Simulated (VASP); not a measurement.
# Ir (P6_3/mmc) in VASP: further runs

Runs on Ir. Level: PBE. Tasks: single point.

Everything below comes from runs of VASP 6.6.1. Logs are shortened: lines on timing, memory, paths and dates and some standing lists are left out, and cuts for length are marked.

## (1) The structure

Symmetry: P6_3/mmc, No. 194, hexagonal system. Conventional cell: a = 2.751 Å, b = 2.751 Å, c = 4.462 Å, α = 90.00°, β = 90.00°, γ = 120.00°. Around Ir (site symmetry -6m2) lie 12 Ir at 2.74 to 2.75 Å.

This isn't the form of Ir at room conditions, which is fcc.

## (2) Single point, PBE

Contents of INCAR:

```
SYSTEM = Ir
ADDGRID = .FALSE. ; ALGO = Normal
EDIFF = 1E-4 ; ENCUT = 460
GGA = PE ; ISIF = 2
ISMEAR = 0 ; LASPH = .TRUE.
LCHARG = .FALSE. ; LREAL = Auto
LWAVE = .FALSE. ; NELM = 100
PREC = Normal ; SIGMA = 0.2
```

Contents of KPOINTS:

```
k-points
0
G
  7 7 4
  0 0 0
```

Contents of POSCAR:

```
Ir
1.0
    2.7513778946      0.0000000000      0.0000000000
   -1.3756889473      2.3827631521      0.0000000000
    0.0000000000      0.0000000000      4.4622900000
Ir
2
Direct
    0.3333333333      0.6666666667      0.2500000000
    0.6666666667      0.3333333333      0.7500000000
```

Potentials or basis: VASP PAW PBE potentials, release 64 (Ir).

Launch:

```bash
> cat potpaw_PBE.64/Ir/POTCAR > POTCAR
> mpirun -np 1 vasp_std > vasp.out
```

OUTCAR:

```text
SYSTEM = Ir
   EDIFF = 1E-4
   ENCUT = 460
   GGA = PE
   ISIF = 2
   ISMEAR = 0
   LASPH = .TRUE.
   LREAL = Auto
   NELM = 100
   PREC = Normal

 Found     24 irreducible k-points:

 Following reciprocal coordinates:
            Coordinates               Weight
  0.000000  0.000000  0.000000      1.000000
  0.142857  0.000000  0.000000      6.000000
  0.285714 -0.000000  0.000000      6.000000
  0.428571 -0.000000  0.000000      6.000000
  0.142857  0.142857  0.000000      6.000000
  0.285714  0.142857  0.000000     12.000000
   k-points           NKPTS =     24   k-points in BZ     NKDIM =     24   number of bands    NBANDS=     13
   number of dos      NEDOS =    301   number of ions     NIONS =      2
   total plane-waves  NPLWV =   4704
   dimension x,y,z NGX =    14 NGY =   14 NGZ =   24
   dimension x,y,z NGXF=    28 NGYF=   28 NGZF=   48
   ions per type =               2
   NGX,Y,Z   is equivalent  to a cutoff of   8.46,  8.46,  8.94 a.u.
   NGXF,Y,Z  is equivalent  to a cutoff of  16.92, 16.92, 17.88 a.u.
 SYSTEM =  Ir
   PREC   = normal    normal or accurate (medium, high low for compatibility)
   ISTART =      0    job   : 0-new  1-cont  2-samecut
   ICHARG =      2    charge: 1-file 2-atom 10-const
   ISPIN  =      1    spin polarized calculation?
   LNONCOLLINEAR =      F non collinear calculations
   LSORBIT =      F    spin-orbit coupling
   LASPH  =      T    aspherical Exc in radial PAW
   ENCUT  =  460.0 eV  33.81 Ry    5.81 a.u.   4.81  4.81  7.80*2*pi/ulx,y,z
   NELM   =    100;   NELMIN=  2; NELMDL= -5     # of ELM steps
   EDIFF  = 0.1E-03   stopping-criterion for ELM
   LREAL  =      T    real-space projection
   EDIFFG = 0.1E-02   stopping-criterion for IOM
   NSW    =      0    number of steps for IOM
   IBRION =     -1    ionic relax: 0-MD 1-quasi-New 2-CG
   NFREE  =      0    steps in history (QN), initial steepest desc. (CG)
   ISIF   =      2    stress and relaxation
   ISYM   =      2    0-nonsym 1-usesym 2-fastsym
   POTIM  = 0.5000    time-step for ionic-motion
   TEBEG  =    0.0;   TEEND  =   0.0 temperature during run
   PSTRESS=    0.0 pullay stress
   NELECT =      18.0000    total number of electrons
   NUPDOWN=      -1.0000    fix difference up-down
   EMIN   =  10.00;   EMAX   =-10.00  energy-range for DOS
   EFERMI =   0.00;   METHOD = LEGACY
   ISMEAR =     0;   SIGMA  =   0.20  broadening in eV -4-tet -1-fermi 0-gaus
   EFERMI_NEDOS =   21; number of points for ismear=-14 and -15
   IALGO  =     38    algorithm
   IMIX   =      4    mixing-type and parameters
     AMIX     =   0.40;   BMIX     =  1.00
     AMIX_MAG =   1.60;   BMIX_MAG =  1.00
  volume/ion in A,a.u.               =      14.63        98.71
  Fermi-wavevector in a.u.,A,eV,Ry     =   1.392417  2.631287 26.379323  1.938826
  Thomas-Fermi vector in A             =   2.516162
   LORBIT       =      0    0 simple, 1 ext, 2 COOP (PROOUT), +10 PAW based schemes
   GGA     = PE    functional components
   LHFCALC =     F    Hartree Fock is set to
   AEXX    =    0.0000 exact exchange contribution
   IVDW    =     0    specifies the selected vdW correction
   LEPSILON=     F    determine dielectric tensor
   LRPA    =     F    only Hartree local field effects (RPA)
 non-spin polarized calculation
 Gauss-broadening in eV      SIGMA  =   0.20
  energy-cutoff  :      460.00
  volume of cell :       29.25
 maximum number of plane-waves:       672
   NGX =  9   NGY =  9   NGZ = 15

 number of electron      17.9999989 magnetization

 Free energy of the ion-electron system (eV)
  ---------------------------------------------------
  ext. energy  EPLUGINS =         0.00000000
  ---------------------------------------------------
  free energy    TOTEN  =       -17.67270458 eV

  energy without entropy =      -17.65365440  energy(sigma->0) =      -17.66317949

 E-fermi :  10.0053     XC(G=0): -13.7900

 val. band max:        9.8000956559   @ k =   0.1429   0.0000   0.5000
 cond. band min:      10.0604314383   @ k =   0.2857   0.1429   0.0000
 fundamental gap:      0.2603357824
 Fermi energy:        10.0052514814

 k-point     1 :       0.0000    0.0000    0.0000
  band No.  band energies     occupation
      1      -0.9287      2.00000
      2       2.0990      2.00000
      3       6.1982      2.00000
      4       6.2724      2.00000
      5       6.2724      2.00000
      6       6.8954      2.00000
      7       6.8954      2.00000
      8       7.6924      2.00000
      9       7.6924      2.00000
     10       9.2272      2.00000
     11      10.2189      0.13078
     12      10.2189      0.13078
     13      16.7359      0.00000

 k-point     2 :       0.1429    0.0000    0.0000
  band No.  band energies     occupation
      1      -0.1807      2.00000
      2       2.7271      2.00000
      3       5.4659      2.00000
      4       6.4814      2.00000
      5       6.5512      2.00000
      6       6.9034      2.00000
      7       7.0090      2.00000
      8       7.2765      2.00000
      9       7.4828      2.00000
     10       7.7171      2.00000
     11      10.4440      0.00192
     12      13.1060      0.00000
     13      16.6187      0.00000

 k-point     3 :       0.2857   -0.0000    0.0000
  band No.  band energies     occupation
      1       1.5757      2.00000
      2       3.2964      2.00000
      3       4.5844      2.00000
      4       5.3673      2.00000
      5       6.2016      2.00000
      6       6.5561      2.00000
      7       7.0420      2.00000
      8       8.5154      2.00000
      9       8.5794      2.00000
     10       9.0161      2.00000
     11      10.7354      0.00000
     12      16.4000      0.00000
     13      16.6305      0.00000

 k-point     4 :       0.4286   -0.0000    0.0000
  band No.  band energies     occupation
      1       2.6415      2.00000
      2       2.8430      2.00000
      3       3.5080      2.00000
      4       6.0895      2.00000
      5       6.3122      2.00000
      6       6.6123      2.00000
      7       7.0273      2.00000
      8      10.3149      0.02854
      9      10.6723      0.00000
     10      10.8599      0.00000
     11      11.3594      0.00000
     12      15.9476      0.00000
     13      17.2634      0.00000

 k-point     5 :       0.1429    0.1429    0.0000
  band No.  band energies     occupation
      1       1.1394      2.00000
      2       3.6298      2.00000
      3       4.7741      2.00000
      4       5.1541      2.00000
      5       6.2035      2.00000
      6       6.3608      2.00000
      7       7.4987      2.00000
      8       7.5130      2.00000
      9       8.2468      2.00000
     10       8.8825      2.00000
     11      10.5391      0.00016
     12      15.7922      0.00000
     13      16.4602      0.00000

 k-point     6 :       0.2857    0.1429    0.0000
  band No.  band energies     occupation
      1       2.8445      2.00000
      2       3.5799      2.00000
      3       3.8878      2.00000
      4       5.1469      2.00000
      5       5.8861      2.00000
      6       6.6528      2.00000
      7       6.8685      2.00000
      8       8.7771      2.00000
      9      10.0604      0.69640
     10      10.5791      0.00005
     11      11.1631      0.00000
     12      16.8988      0.00000
     13      18.3563      0.00000

 [... further k-points ...]
[... 5 lines left out ...]
  --------------------------------------------------------------------------------------
  -------------------------------------------------------------------------------------
  Total       -0.7705690     -0.7705690      0.1698139      0.0000000     -0.0000000      0.0000000
  in kB      -42.2020168    -42.2020168      9.3002567      0.0000000     -0.0000000      0.0000000
  external PRESSURE =     -25.0345923 kB  Pullay stress =       0.0000000 kB

 VOLUME and BASIS-vectors are now :
 -----------------------------------------------------------------------------
  energy-cutoff  :      460.00
  volume of cell :       29.25
      direct lattice vectors                 reciprocal lattice vectors
     2.751377895  0.000000000  0.000000000     0.363454254  0.209840411  0.000000000
    -1.375688947  2.382763152  0.000000000     0.000000000  0.419680823  0.000000000
     0.000000000  0.000000000  4.462290000     0.000000000  0.000000000  0.224100182

 POSITION                                       TOTAL-FORCE (eV/Angst)
 -----------------------------------------------------------------------------------
     -0.00000      1.58851      1.11557         0.000000      0.000000      0.000000
      1.37569      0.79425      3.34672        -0.000000     -0.000000      0.000000
 -----------------------------------------------------------------------------------
    total drift:                                0.000000     -0.000000     -0.000000

  FREE ENERGIE OF THE ION-ELECTRON SYSTEM (eV)
  ---------------------------------------------------
  free  energy   TOTEN  =       -17.6727045838 eV

  energy  without entropy=      -17.6536544021  energy(sigma->0) =      -17.66317949
```

It took 5.1 s on 1 thread of Intel Xeon Platinum 8375C at 2.90GHz (Ice Lake), shared host; peak memory 0.11 GiB.

These settings aren't checked as converged: the numbers below hold their error.

Results:

```yaml
Free_energy: -17.6727 eV
Pressure: -2.5 GPa
Band_gap_on_the_k_mesh: none (metal or under the smearing width)
```

Caveat: the k mesh is coarse (spacing up to 0.38 Å⁻¹), so the values aren't converged.

## (3) Single point, PBE

INCAR is that of step 2.

KPOINTS is that of step 2.

Contents of POSCAR:

```
Ir
1.0
    2.7513778946      0.0000000000      0.0000000000
   -1.3756889473      2.3827631521      0.0000000000
    0.0000000000      0.0000000000      4.4622900000
Ir
2
Direct
    0.3583140000      0.6617470000      0.2121330000
    0.6598720000      0.3587530000      0.7691070000
```

Potentials or basis: VASP PAW PBE potentials, release 64 (Ir).

Launch:

```bash
> cat potpaw_PBE.64/Ir/POTCAR > POTCAR
> mpirun -np 1 vasp_std > vasp.out
```

Run time: 15 s. Hardware: 1 thread of Intel Xeon Platinum 8375C at 2.90GHz (Ice Lake), shared host; peak memory 0.13 GiB.

The run converged, but some of its settings lie outside the range that counts as converged, so its numbers aren't taken as properties of the crystal.

Results:

```yaml
Free_energy: -17.1247 eV
Pressure: 11.9 GPa
Largest_force: 3.975 eV/Å
Band_gap_on_the_k_mesh: none (metal or under the smearing width)
```

Caveat: the k mesh is coarse (spacing up to 0.38 Å⁻¹), so the values aren't converged.

## (4) Single point, PBE

Contents of INCAR:

```
SYSTEM = Ir
ADDGRID = .FALSE. ; ALGO = Normal
EDIFF = 1E-6 ; ENCUT = 520
GGA = PE ; ISIF = 2
ISMEAR = 0 ; LASPH = .TRUE.
LCHARG = .FALSE. ; LREAL = .FALSE.
LWAVE = .FALSE. ; NELM = 100
PREC = Accurate ; SIGMA = 0.2
```

KPOINTS is that of step 3.

Contents of POSCAR:

```
Ir
1.0
    2.7513778946      0.0000000000      0.0000000000
   -1.3756889473      2.3827631521      0.0000000000
    0.0000000000      0.0000000000      4.4622900000
Ir
2
Direct
    0.3333333333      0.6666666667      0.2500000000
    0.6666666667      0.3333333333      0.7500000000
```

Launch:

```bash
> cat potpaw_PBE.64/Ir/POTCAR > POTCAR
> mpirun -np 1 vasp_std > vasp.out
```

Wall time 8.2 s (1 thread of Intel Xeon Platinum 8375C at 2.90GHz (Ice Lake), shared host); peak memory 0.14 GiB.

The run converged, but some of its settings lie outside the range that counts as converged, so its numbers aren't taken as properties of the crystal.

Results:

| Item | Value |
| --- | --- |
| Free energy | -17.6709 eV |
| Pressure | -2.0 GPa |
| Band gap on the k mesh | none (metal or under the smearing width) |

Caveat: the k mesh is coarse (spacing up to 0.38 Å⁻¹), so the values aren't converged.

## (5) Single point, PBE

INCAR is that of step 4.

KPOINTS is that of step 4.

Contents of POSCAR:

```
Ir
1.0
    2.7513778946      0.0000000000      0.0000000000
   -1.3756889473      2.3827631521      0.0000000000
    0.0000000000      0.0000000000      4.4622900000
Ir
2
Direct
    0.3583140000      0.6617470000      0.2121330000
    0.6598720000      0.3587530000      0.7691070000
```

Potentials or basis: VASP PAW PBE potentials, release 64 (Ir).

Launch:

```bash
> cat potpaw_PBE.64/Ir/POTCAR > POTCAR
> mpirun -np 1 vasp_std > vasp.out
```

OUTCAR:

```text
SYSTEM = Ir
   EDIFF = 1E-6
   ENCUT = 520
   GGA = PE
   ISIF = 2
   ISMEAR = 0
   LASPH = .TRUE.
   LREAL = .FALSE.
   NELM = 100
   PREC = Accurate

 Found     99 irreducible k-points:

 Following reciprocal coordinates:
            Coordinates               Weight
  0.000000  0.000000  0.000000      1.000000
  0.142857  0.000000  0.000000      2.000000
  0.000000  0.142857  0.000000      2.000000
 -0.142857  0.142857  0.000000      2.000000
  0.285714 -0.000000  0.000000      2.000000
  0.000000  0.285714  0.000000      2.000000
[... 166 lines left out ...]
     11      10.9703      0.00000
     12      16.1631      0.00000
     13      16.7784      0.00000

 [... further k-points ...]
[... 5 lines left out ...]
  --------------------------------------------------------------------------------------
  -------------------------------------------------------------------------------------
  Total        1.5693090      0.9398188      4.1204313     -0.5529387      0.8632499     -1.5297900
  in kB       85.9468858     51.4713790    225.6650719    -30.2829813     47.2779039    -83.7825331
  external PRESSURE =     121.0277789 kB  Pullay stress =       0.0000000 kB

 VOLUME and BASIS-vectors are now :
 -----------------------------------------------------------------------------
  energy-cutoff  :      520.00
  volume of cell :       29.25
      direct lattice vectors                 reciprocal lattice vectors
     2.751377895  0.000000000  0.000000000     0.363454254  0.209840411  0.000000000
    -1.375688947  2.382763152  0.000000000     0.000000000  0.419680823  0.000000000
     0.000000000  0.000000000  4.462290000     0.000000000  0.000000000  0.224100182

 POSITION                                       TOTAL-FORCE (eV/Angst)
 -----------------------------------------------------------------------------------
      0.07550      1.57679      0.94660        -0.922132      0.519488      3.837299
      1.32202      0.85482      3.43198         0.922132     -0.519488     -3.837299
 -----------------------------------------------------------------------------------
    total drift:                               -0.000001     -0.000003     -0.000003

  FREE ENERGIE OF THE ION-ELECTRON SYSTEM (eV)
  ---------------------------------------------------
  free  energy   TOTEN  =       -17.1233924286 eV

  energy  without entropy=      -17.0899771041  energy(sigma->0) =      -17.10668477
```

Run time: 30 s. Hardware: 1 thread of Intel Xeon Platinum 8375C at 2.90GHz (Ice Lake), shared host; peak memory 0.17 GiB.

These settings aren't checked as converged: the numbers below hold their error.

What came out:

- Free energy: -17.1234 eV
- Pressure: 12.1 GPa
- Largest force: 3.981 eV/Å
- Band gap on the k mesh: none (metal or under the smearing width)

Caveat: the k mesh is coarse (spacing up to 0.38 Å⁻¹), so the values aren't converged.

## (6) The reference run

An earlier run on the cell as given: functional PBEsol; potentials or basis VASP PAW PBE potentials, release 64 (Ir); cutoff 520 eV; k mesh 11 × 11 × 6; occupations fermi-dirac, width 0.05 eV; no spin polarisation.

* Pressure: -11.6 GPa
* Band gap on the k mesh: none (metal or under the smearing width)
